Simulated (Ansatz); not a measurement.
TaN: enthalpy against pressure

TaN, P6_3/mmc, a = 2.889 Å, c = 5.861 Å. This isn't the usual stable structure of the compound. Ansatz: PBEsol, PAW, 420 eV, Γ-centred 18×18×8 mesh on 4 atoms, Gaussian smearing 0.10 eV; no spin polarisation. Cell and atoms are relaxed at each pressure, and no other structure is tried, so the rows at high pressure may lie past a change of phase. y is the enthalpy over the state at zero pressure; there V0 = 10.594 Å³/atom. The pressures are the targets, met within 0.05 GPa.

| P (GPa) | y (eV/atom) |
| --- | --- |
| -3.0 | -0.1992 |
| 0.0 | 0.0000 |
| 3.0 | 0.1975 |
| 8.0 | 0.5232 |
| 15.0 | 0.9722 |
| 30.0 | ? |
| 60.0 | 3.7010 |

Question: Fit y = c1 P + c2 P² + c3 P³ to the other rows, say what c1 and c2 mean, and predict the missing value.

Answer: Least squares on the rows shown. y = 0.066112 P − 9.0925×10⁻⁵ P² + 2.8515×10⁻⁷ P³. Since dH/dP = V, c1 is V0: 0.066112 eV/GPa × 160.2 = 10.591 Å³ against 10.594; c2 = −V0/(2B0) gives B0 = 364 GPa, where a Birch–Murnaghan fit to the volumes of the same runs (not shown) gives 353 GPa. At P = 30.0 the fit asked for gives 1.9092 eV/atom. The run gave 1.9097 eV/atom, so the fit is 0.0005 eV/atom too low, a small miss on the scale of the series.

Spin–orbit coupling is left out, which can shift energies with elements as heavy as these.